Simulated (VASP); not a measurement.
## CdS (110) against 3 partners

How do the bands of InP, CdSe and ZnSe, strained to CdS, line up with those of CdS?

Method: LDA; plane waves and PAW (Cd, S); cell typed or built by script, in the first sound run; inputs show where later runs differ, in VASP 6.6.1.

Most raw output is cut from this account.

## (1) The structure

The structure is cubic, space group F-43m (No. 216). Conventional cell: a = 5.820 Å, b = 5.820 Å, c = 5.820 Å, α = 90.00°, β = 90.00°, γ = 90.00°. Cd has 4 S at 2.52 Å nearest. Nearest to S lie 4 Cd at 2.52 Å. Farther neighbours and most contacts between anions are not listed.

## (2) Relax the substrate crystal, LDA

The substrate sets the in-plane lattice.

This step took 2 runs in a row; the last is shown.

Level: LDA; plane waves and PAW (Cd, S); cell typed or built by script.

The input, INCAR:

```
SYSTEM = CdS
PREC = Accurate
ENCUT = 420
EDIFF = 1E-07
NELM = 120
ISMEAR = 0
SIGMA = 0.02
LREAL = .FALSE.
ALGO = Normal
GGA = CA
NBANDS = 24
LASPH = .TRUE.
LORBIT = 11
LWAVE = .FALSE.
LCHARG = .FALSE.
KPAR = 16
IBRION = 2
NSW = 40
ISIF = 3
EDIFFG = -0.005
POTIM = 0.4
```

The input, POSCAR:

```
CdS
1.0
    4.0762708371      0.0000000000      0.0000000000
    0.0000000000      5.7644436704      0.0000000000
    0.0000000000      0.0000000000      4.0762708371
Cd S
2 2
Direct
    0.0000000000      0.0000000000      0.0000000000
    0.5000000000      0.5000000000      0.5000000000
    0.5000000000      0.2500000000      0.0000000000
    0.0000000000      0.7500000000      0.5000000000
```

The input, KPOINTS:

```
Automatic mesh
0
Gamma
7 5 7
0 0 0
```

Potentials, in the order of the species: Cd and S (LDA family, release 64).

Started as:

```console
mpirun -np 16 vasp_std
```

Elapsed: 5.6 s, on 16 MPI ranks of AMD EPYC 9R45, shared host; peak memory 2.9 GiB.

Numbers from this step:

* energy(sigma→0) of the program: -14.8110 eV
* stress, compression positive: xx, yy, zz 0.01, 0.00, 0.01 GPa
* volume: 95.694 Å³
* ionic steps: 2

## (3) Bulk band edges, LDA

A bulk run places the substrate's levels against the mean potential at its cores.

Level: LDA; plane waves and PAW (Cd, S); cell typed or built by script.

The input, INCAR:

```
SYSTEM = CdS
PREC = Accurate
ENCUT = 420
EDIFF = 1E-06
NELM = 100
ISMEAR = 0
SIGMA = 0.02
LREAL = .FALSE.
ALGO = Normal
GGA = CA
NBANDS = 23
LASPH = .TRUE.
LWAVE = .FALSE.
LCHARG = .FALSE.
KPAR = 16
```

The input, POSCAR:

```
CdS
1.0
    4.0751085093      0.0000000000      0.0000000000
    0.0000000000      5.7624219153      0.0000000000
    0.0000000000      0.0000000000      4.0751085093
Cd S
2 2
Direct
    0.0000000000      0.0000000000      0.0000000000
    0.5000000000      0.5000000000      0.5000000000
    0.5000000000      0.2500000000      0.0000000000
    0.0000000000      0.7500000000      0.5000000000
```

KPOINTS is that of step 2.

The input, KPOINTS_OPT:

```
Line mode
6
Line-mode
Reciprocal
  0.00000000  -0.35000000   0.00000000
  0.00000000  -0.05000000   0.00000000

  0.32500000   0.00000000   0.32500000
  0.49500000   0.00000000   0.49500000

  0.00000000   0.49500000   0.49500000
  0.49500000   0.49500000   0.00000000
```

Started as:

```console
mpirun -np 16 vasp_std
```

Wall time 4.8 s (16 MPI ranks); peak memory 3.1 GiB; 64 s of CPU time.

Numbers from this step:

```
energy(sigma→0) of the program : -14.8108 eV
stress, compression positive   : xx, yy, zz 0.01, 0.00, 0.01 GPa
```

The run ends at a pressure of 0.01 GPa.

## (4) Bulk band edges, HSE06

At this level only the shift of the substrate's edges against the mean potential of the cell is used.

Level: HSE06; plane waves and PAW (Cd, S); cell typed or built by script.

The input, INCAR:

```
SYSTEM = CdS
PREC = Accurate
ENCUT = 420
EDIFF = 1E-06
NELM = 100
ISMEAR = 0
SIGMA = 0.02
LREAL = .FALSE.
ALGO = Normal
LHFCALC = .TRUE.
AEXX = 0.25
GGA = PE
HFSCREEN = 0.2
LASPH = .TRUE.
NBANDS = 23
PRECFOCK = Fast
LWAVE = .FALSE.
LCHARG = .FALSE.
KPAR = 4
```

POSCAR is that of step 3.

The input, KPOINTS:

```
Automatic mesh
0
Gamma
4 3 4
0 0 0
```

KPOINTS_OPT is that of step 3.

Started as:

```console
mpirun -np 16 vasp_std
```

Run time: 66 s. Hardware: 16 MPI ranks; peak memory 4 GiB.

This run gave:

* energy(sigma→0) of the program: -15.2103 eV

## (5) Bulk band edges, HSE06 with spin-orbit coupling

Level: HSE06, spin-orbit coupling; plane waves and PAW (Cd, S); cell typed or built by script.

Changes to INCAR since step 4:

```diff
@@ -14,3 +14,7 @@
 LASPH = .TRUE.
-NBANDS = 23
+LNONCOLLINEAR = .TRUE.
+MAGMOM = 0 0 0 0 0 0 0 0 0 0 0 0
+NBANDS = 46
+GGA_COMPAT = .FALSE.
+LSORBIT = .TRUE.
 PRECFOCK = Fast
```

POSCAR is that of step 4.

KPOINTS is that of step 4.

KPOINTS_OPT is that of step 4.

Started as:

```console
mpirun -np 16 vasp_ncl
```

Run time: 7.8 min. Hardware: 16 MPI ranks; peak memory 6.5 GiB; 2 h of CPU time.

Numbers from this step:

```
energy(sigma→0) of the program : -15.2694 eV
```

## (6) Relax the partner on the substrate's cell, LDA

One member in full, ZnSe: held to the substrate's in-plane cell, its height is moved until the normal stress is near zero, five times at most.

This step took 5 runs, each at a new trial strain with the atoms of the one before; the last is shown.

Level: LDA; plane waves and PAW (Zn, Se); cell typed or built by script.

System, named by how it was started: ZnSe. The structure is orthorhombic, space group Imm2 (No. 44). Conventional cell: a = 3.847 Å, b = 4.075 Å, c = 5.762 Å, α = 90.00°, β = 90.00°, γ = 90.00°. Nearest to Zn lie 4 Se at 2.43 to 2.47 Å. Nearest to Se lie 4 Zn at 2.43 to 2.47 Å. Farther neighbours and most contacts between anions are not listed.

The input, INCAR:

```
SYSTEM = ZnSe
PREC = Accurate
ENCUT = 420
EDIFF = 1E-07
NELM = 120
ISMEAR = 0
SIGMA = 0.02
LREAL = .FALSE.
ALGO = Normal
GGA = CA
NBANDS = 24
LASPH = .TRUE.
LORBIT = 11
LWAVE = .FALSE.
LCHARG = .FALSE.
KPAR = 4
IBRION = 1
NSW = 25
ISIF = 2
EDIFFG = -0.004
POTIM = 0.3
```

The input, POSCAR:

```
ZnSe
1.0
    4.0751085090      0.0000000000      0.0000000000
    0.0000000000      5.7624219150      0.0000000000
    0.0000000000      0.0000000000      3.8469502620
Zn Se
2 2
Direct
    0.0000000000      0.0044945406      0.0000000000
    0.5000000000      0.5044945406      0.5000000000
    0.5000000000      0.2455054594      0.0000000000
    0.0000000000      0.7455054594      0.5000000000
```

The input, KPOINTS:

```
Automatic mesh
0
Gamma
7 5 7
0 0 0
```

PAW data sets: Zn and Se (LDA family, release 64).

Started as:

```console
mpirun -np 4 vasp_std
```

Run time: 10 s. Hardware: 4 MPI ranks; peak memory 0.69 GiB; 38 s of CPU time.

Numbers from this step:

```
energy(sigma→0) of the program : -14.6657 eV
stress, compression positive   : xx, yy, zz -4.86, -3.70, 0.00 GPa
ionic steps                    : 1
```

## (7) Bulk band edges, LDA

A bulk run places the partner's levels against the mean potential at its cores.

Level: LDA; plane waves and PAW (Zn, Se); cell typed or built by script.

The input, INCAR:

```
SYSTEM = ZnSe
PREC = Accurate
ENCUT = 420
EDIFF = 1E-06
NELM = 100
ISMEAR = 0
SIGMA = 0.02
LREAL = .FALSE.
ALGO = Normal
GGA = CA
NBANDS = 23
LASPH = .TRUE.
LWAVE = .FALSE.
LCHARG = .FALSE.
KPAR = 4
```

POSCAR is that of step 6.

KPOINTS is that of step 6.

KPOINTS_OPT is that of step 5.

Started as:

```console
mpirun -np 4 vasp_std
```

Wall time 11 s (4 MPI ranks); peak memory 0.83 GiB.

This run gave:

- energy(sigma→0) of the program: -14.6657 eV
- stress, compression positive: xx, yy, zz -4.85, -3.69, 0.01 GPa

The run ends at a pressure of -2.84 GPa, with forces up to 0.0027 eV/Å.

## (8) Bulk band edges, HSE06

At this level only the shift of the partner's edges against the mean potential of the cell is used.

Level: HSE06; plane waves and PAW (Zn, Se); cell typed or built by script.

Changes to INCAR since step 7:

```diff
@@ -9,5 +9,9 @@
 ALGO = Normal
-GGA = CA
+LHFCALC = .TRUE.
+AEXX = 0.25
+GGA = PE
+HFSCREEN = 0.2
+LASPH = .TRUE.
 NBANDS = 23
-LASPH = .TRUE.
+PRECFOCK = Fast
 LWAVE = .FALSE.
```

POSCAR is that of step 7.

The input, KPOINTS:

```
Automatic mesh
0
Gamma
4 3 4
0 0 0
```

KPOINTS_OPT is that of step 7.

Started as:

```console
mpirun -np 4 vasp_std
```

Wall time 4.6 min (4 MPI ranks); peak memory 1.3 GiB; 18 min of CPU time.

Read from the output:

* energy(sigma→0) of the program: -14.8206 eV

## (9) Bulk band edges, HSE06 with spin-orbit coupling

Level: HSE06, spin-orbit coupling; plane waves and PAW (Zn, Se); cell typed or built by script.

Changes to INCAR since step 8:

```diff
@@ -14,3 +14,7 @@
 LASPH = .TRUE.
-NBANDS = 23
+LNONCOLLINEAR = .TRUE.
+MAGMOM = 0 0 0 0 0 0 0 0 0 0 0 0
+NBANDS = 46
+GGA_COMPAT = .FALSE.
+LSORBIT = .TRUE.
 PRECFOCK = Fast
```

POSCAR is that of step 8.

KPOINTS is that of step 8.

KPOINTS_OPT is that of step 8.

Started as:

```console
mpirun -np 4 vasp_ncl
```

Run time: 37 min. Hardware: 4 MPI ranks; peak memory 2.9 GiB.

Numbers from this step:

| Quantity | Value |
| --- | --- |
| energy(sigma→0) of the program | -14.8644 eV |

## (10) Relax the interface, LDA

Superlattice of 12 atoms of CdS and 12 of ZnSe on the CdS lattice. Atoms relax, and the height is moved while the normal stress exceeds 0.4 GPa, three times at most, by secant steps.

This step took 3 runs in a row; the last is shown.

Level: LDA; plane waves and PAW (Cd, S, Zn, Se).

System, named by how it was started: CdS/ZnSe (110). The cell holds 24 atoms: 6 Cd, 6 S, 6 Zn and 6 Se. Cell: a = 4.075 Å, b = 5.762 Å, c = 23.756 Å, α = 90.0°, β = 90.0°, γ = 90.0°. It derives from CdS. Superlattice of 12 atoms of CdS and 12 of ZnSe on the CdS lattice. The structure's axis is c.

The input, INCAR:

```
SYSTEM = ZnCdSeS
PREC = Normal
ENCUT = 420
EDIFF = 1E-05
NELM = 120
ISMEAR = 0
SIGMA = 0.05
LREAL = Auto
ALGO = Fast
GGA = CA
NBANDS = 133
LASPH = .TRUE.
LORBIT = 11
LWAVE = .FALSE.
LCHARG = .FALSE.
KPAR = 2
NCORE = 2
IBRION = 2
NSW = 60
ISIF = 2
EDIFFG = -0.03
POTIM = 0.4
MAXMIX = 40
ISYM = 2
```

The input, POSCAR:

```
ZnCdSeS
1.0
    4.0751085090      0.0000000000      0.0000000000
    0.0000000000      5.7624219150      0.0000000000
    0.0000000000      0.0000000000     23.7558658620
Cd S Zn Se
6 6 6 6
Direct
    0.0000000000      0.0142492865      0.9988048848
    0.5000000000      0.5160316831      0.0836763626
    0.0000000000      0.0159466432      0.1711463563
    0.5000000000      0.5159466432      0.2557137507
    0.0000000000      0.0160316831      0.3431837444
    0.5000000000      0.5142492865      0.4280552222
    0.5000000000      0.2693893186      0.9969695468
    0.0000000000      0.7677940870      0.0852672331
    0.5000000000      0.2674545746      0.1698386069
    0.0000000000      0.7674545746      0.2570215001
    0.5000000000      0.2677940870      0.3415928739
    0.0000000000      0.7693893186      0.4298905602
    0.0000000000      0.9896496777      0.5104115774
    0.5000000000      0.4878906461      0.5930210231
    0.0000000000      0.9865358027      0.6723710207
    0.5000000000      0.4865358027      0.7544890873
    0.0000000000      0.9878906461      0.8338390839
    0.5000000000      0.4896496777      0.9164485296
    0.5000000000      0.2273255706      0.5128933825
    0.0000000000      0.7292403065      0.5912090955
    0.5000000000      0.2284924035      0.6735800000
    0.0000000000      0.7284924035      0.7532801080
    0.5000000000      0.2292403065      0.8356510115
    0.0000000000      0.7273255706      0.9139667245
```

The input, KPOINTS:

```
Automatic mesh
0
Gamma
6 4 1
0 0 0
```

PAW data sets: Cd, S, Zn and Se (LDA family, release 64).

Started as:

```console
mpirun -np 4 vasp_std
```

The job ended after 60 s (4 MPI ranks; peak memory 1.2 GiB).

This run gave:

```
energy(sigma→0) of the program : -88.5308 eV
stress, compression positive   : xx, yy, zz -2.45, -1.81, -0.04 GPa
ionic steps                    : 2
```

## (11) Potential of the interface, LDA

The core potentials in the middle of each layer tie the two bulk scales together.

Level: LDA; plane waves and PAW (Cd, S, Zn, Se).

The input, INCAR:

```
SYSTEM = ZnCdSeS
PREC = Accurate
ENCUT = 420
EDIFF = 1E-06
NELM = 120
ISMEAR = 0
SIGMA = 0.05
LREAL = .FALSE.
ALGO = Normal
GGA = CA
NBANDS = 161
LASPH = .TRUE.
LORBIT = 11
LWAVE = .FALSE.
LCHARG = .TRUE.
KPAR = 2
NCORE = 2
LVHAR = .TRUE.
NEDOS = 1500
```

The input, POSCAR:

```
ZnCdSeS
1.0
    4.0751085090      0.0000000000      0.0000000000
    0.0000000000      5.7624219150      0.0000000000
    0.0000000000      0.0000000000     23.7558658620
Cd S Zn Se
6 6 6 6
Direct
    0.0000000000      0.0144666785      0.9988021250
    0.5000000000      0.5163139244      0.0836588136
    0.0000000000      0.0161867079      0.1711388354
    0.5000000000      0.5161867079      0.2557212716
    0.0000000000      0.0163139244      0.3432012934
    0.5000000000      0.5144666785      0.4280579820
    0.5000000000      0.2691440108      0.9969969675
    0.0000000000      0.7676198313      0.0852516845
    0.5000000000      0.2672913479      0.1698286090
    0.0000000000      0.7672913479      0.2570314980
    0.5000000000      0.2676198313      0.3416084225
    0.0000000000      0.7691440108      0.4298631395
    0.0000000000      0.9897548772      0.5104286940
    0.5000000000      0.4880342939      0.5930131382
    0.0000000000      0.9867555483      0.6723607044
    0.5000000000      0.4867555483      0.7544994036
    0.0000000000      0.9880342939      0.8338469688
    0.5000000000      0.4897548772      0.9164314130
    0.5000000000      0.2270909394      0.5128804634
    0.0000000000      0.7290153852      0.5911868176
    0.5000000000      0.2283264553      0.6735730205
    0.0000000000      0.7283264553      0.7532870875
    0.5000000000      0.2290153852      0.8356732894
    0.0000000000      0.7270909394      0.9139796436
```

KPOINTS is that of step 10.

Started as:

```console
mpirun -np 4 vasp_std
```

Wall time 2.5 min (4 MPI ranks); peak memory 1.7 GiB; 10 min of CPU time.

Read from the output:

```
energy(sigma→0) of the program : -88.5332 eV
stress, compression positive   : xx, yy, zz -2.46, -1.81, -0.07 GPa
```

By hand, at LDA: the valence top lies 66.193 eV above the mean core potential (averaged over elements) in bulk CdS and 51.934 eV in strained ZnSe. In the interface cell the mean core potential in the middle of ZnSe less that in the middle of CdS is 14.734 eV. The valence offset is 51.934 − 66.193 + (14.734) = 0.48 eV.

## (12) All members

Hybrid runs start from orbitals of a short LDA run, not shown.

Runs beyond LDA use the data sets made with LDA; this shifts their levels slightly, and their total energies have another zero.

The other members went through these steps as far as the tables show, with one cutoff; 33 runs are not shown. The session took 13 core hours (wall time by ranks) on a shared machine.

Line-up of core potentials from the interface at LDA; other levels change the bulk edges alone, each counted from the mean potential of its bulk cell. Gaps of the substrate: LDA 0.97 eV, HSE06 2.28 eV, HSE06 with spin-orbit coupling 2.26 eV.

```csv
partner,atoms,"mean in-plane stress of the strained partner, tension positive (GPa)",gap of the whole cell (eV),largest spread of the line-up between elements of one side (eV)
InP,24,-1.5,0.45,0.01
CdSe,24,-3.2,0.39,0.00
ZnSe,24,4.3,0.91,0.00
```

At LDA:

```csv
partner,"valence-band top of the partner above the substrate's, LDA (eV)","conduction-band bottom of the partner above the substrate's, LDA (eV)","gap of the strained partner, LDA (eV)"
InP,0.76,0.40,0.62
CdSe,0.62,-0.06,0.30
ZnSe,0.48,0.34,0.84
```

At HSE06:

```csv
partner,"valence-band top of the partner above the substrate's, HSE06 (eV)","conduction-band bottom of the partner above the substrate's, HSE06 (eV)","gap of the strained partner, HSE06 (eV)"
InP,0.96,0.33,1.65
CdSe,0.71,-0.07,1.50
ZnSe,0.52,0.43,2.19
```

At HSE06 with spin-orbit coupling:

```
partner  valence-band top of the partner above the substrate's, HSE06 with spin-orbit coupling (eV)  conduction-band bottom of the partner above the substrate's, HSE06 with spin-orbit coupling (eV)  gap of the strained partner, HSE06 with spin-orbit coupling (eV)
    InP                                                                                        0.97                                                                                              0.33                                                              1.62
   CdSe                                                                                        0.79                                                                                             -0.07                                                              1.41
   ZnSe                                                                                        0.58                                                                                              0.43                                                              2.11
```

## (13) Outcome

| Item | Value |
| --- | --- |
| InP, HSE06 with spin-orbit coupling | valence +0.97 eV, conduction +0.33 eV |
| CdSe, HSE06 with spin-orbit coupling | valence +0.79 eV, conduction -0.07 eV |
| ZnSe, HSE06 with spin-orbit coupling | valence +0.58 eV, conduction +0.43 eV |

**Reading.** InP at HSE06 with spin-orbit coupling: the edges are staggered (type II). CdSe at HSE06 with spin-orbit coupling: its gap lies inside the substrate's (type I). ZnSe at HSE06 with spin-orbit coupling: the edges are staggered (type II). Going from LDA to HSE06 with spin-orbit coupling moves the valence offsets of InP, CdSe and ZnSe by 0.11 to 0.21 eV. Offsets and overlaps of about 0.3 eV or less are within the errors that the gaps of this level can carry, so their sign, and the type with it, is not secure. CdSe and ZnSe are under more than 3 GPa of in-plane stress along one axis or both, more than a thick film would hold. Levels beyond the first ran on coarser meshes, which moves edges by some hundredths of an eV. The bounds that sort cases in this text are picked. The interfaces are ideal and a few layers thick: no intermixing, defects or band bending. All crystals are in the zinc-blende or diamond form.

[Lines on the potential files, build, host, timing and source positions are cut from VASP's logs without a mark.]

[Logs are printed without paths, hosts, clocks, repeated set-up lines and the standing remarks that a program may print on its own settings, such as how far it seeks lower states.]

[Hosts, paths, dates, database ids (printed as entryN), source tags and the programs' standing remarks are cut or masked in the printed files.]

[In band tables of VASP the shares of atoms and orbitals are scaled to a sum of 1 inside the atoms' spheres.]
